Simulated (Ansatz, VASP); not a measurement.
## Two plane-wave programs on V

The input INCAR:

```
  ALGO = Normal
  EDIFF = 1E-6
  EDIFFG = -0.005
  ENCUT = 600
  GGA = PS
  IBRION = 2
  ISIF = 3
  ISMEAR = 0
  LASPH = True
  LCHARG = False
  LREAL = False
  LWAVE = False
  NELM = 100
  NSW = 100
  PREC = Accurate
  SIGMA = 0.1
```

Contents of KPOINTS:

```
k-points
0
Gamma
  20 20 20
```

The input POSCAR:

```
V
1.0
   -1.4830381138      1.4830381138      1.4830381138
    1.4830381138     -1.4830381138      1.4830381138
    1.4830381138      1.4830381138     -1.4830381138
V
1
Direct
    0.0000000000      0.0000000000      0.0000000000
```

Input for Ansatz:

```yaml
crystal:
  lattice:
    - [-1.4830381127, 1.4830381127, 1.4830381127]
    - [1.4830381127, -1.4830381127, 1.4830381127]
    - [1.4830381127, 1.4830381127, -1.4830381127]
  atoms:
    - { symbol: V, position: [0.0, 0.0, 0.0] }
basis:
  ecutwfc: 420
kpoints:
  mp_grid: { grid: [20, 20, 20] }
hamiltonian:
  xc: pbesol
scf:
  occupations: { method: gaussian, width: 0.1 }
output:
  forces: true
  stress: true
  eigenvalues: true
relax:
  adjacent_minimum: "off"
  f_tol: 0.005
  max_steps: 80
  cell: { stress_tol: 0.05 }
```

Alike in both runs: task relaxation of cell and atoms; functional PBEsol; k mesh 20 × 20 × 20; occupations gaussian, width 0.1 eV; no spin polarisation.

|  | VASP | Ansatz |
| --- | --- | --- |
| version | VASP 6.6.1 | Ansatz 0.2.0 |
| potentials or method | VASP PAW PBE potentials, release 64 (V_sv) | scalar-relativistic, plane waves, PAW |
| plane-wave cutoff (eV) | 600 | 420 |
| valence electrons in the cell | 13 | 13 |

|  | VASP | Ansatz | Ansatz less VASP |
| --- | --- | --- | --- |
| gap on the k mesh at the Fermi level, each at its own relaxed structure (eV) | none | none | - |
| relaxed volume (Å³/atom) | 12.96 | 12.95 | -0.010 |
| relaxed cell length with the largest relative difference (Å) | 2.563 | 2.562 | -0.0006 |

A gap of «none» marks a metal or a gap that the smearing closes.

Caveats: the PAW data sets were made with another functional, which shifts forces and pressure a little (VASP).
